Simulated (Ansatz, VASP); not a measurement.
**Two plane-wave programs on Ge**

File INCAR:

```
SYSTEM = Ge
PREC = Accurate
ENCUT = 520
EDIFF = 1E-7
ISMEAR = -1
SIGMA = 0.1
LREAL = .FALSE.
LASPH = .TRUE.
NELM = 100
ALGO = Normal
ISIF = 2
LWAVE = .FALSE.
LCHARG = .FALSE.
GGA = PS
NBANDS = 36
```

KPOINTS

```
Automatic mesh
0
G
  7 7 4
  0 0 0
```

File POSCAR:

```
Ge
1.0
    4.1014655429      0.0000000000      0.0000000000
   -2.0507327714      3.5519733223      0.0000000000
    0.0000000000      0.0000000000      6.7708665858
Ge
4
Direct
    0.6666666667      0.3333333333      0.0629010000
    0.3333333333      0.6666666667      0.5629010000
    0.6666666667      0.3333333333      0.4370990000
    0.3333333333      0.6666666667      0.9370990000
```

Input for Ansatz:

```yaml
crystal:
  lattice:
    - [4.101465542862906, 0.0, 0.0]
    - [-2.050732771431453, 3.5519733222780827, 0.0]
    - [0.0, 0.0, 6.77086658581642]
  atoms:
    - { symbol: Ge, position: [0.6666666666666666, 0.3333333333333333, 0.062901] }
    - { symbol: Ge, position: [0.3333333333333333, 0.6666666666666666, 0.562901] }
    - { symbol: Ge, position: [0.6666666666666666, 0.3333333333333333, 0.437099] }
    - { symbol: Ge, position: [0.3333333333333333, 0.6666666666666666, 0.937099] }
basis:
  ecutwfc: 500.0
kpoints:
  mp_grid:
    grid: [7, 7, 4]
hamiltonian:
  xc: pbesol
  pseudopotentials:
    kind: paw
scf:
  occupations:
    method: fermi_dirac
output:
  stress: true
```

This isn't the form of Ge at room conditions, which is diamond.

Alike in both runs: task single point; functional PBEsol; k mesh 7 × 7 × 4; no spin polarisation.

|  | VASP | Ansatz |
| --- | --- | --- |
| version | VASP 6.6.1 | Ansatz 0.2.0 |
| potentials or method | VASP PAW PBE potentials, release 64 (Ge_d) | plane waves, PAW |
| plane-wave cutoff (eV) | 520 | 500 |
| occupations | fermi-dirac, width 0.1 eV | fermi-dirac |
| valence electrons in the cell | 56 | 56 |

|  | VASP | Ansatz | Ansatz less VASP |
| --- | --- | --- | --- |
| pressure (GPa) | -4.3 | -4.3 | +0.06 |
| largest component of the traceless stress (GPa) | 0.36 | 0.36 | -0.001 |

Caveats: the PAW data sets were made with another functional, which shifts forces and pressure a little (VASP).
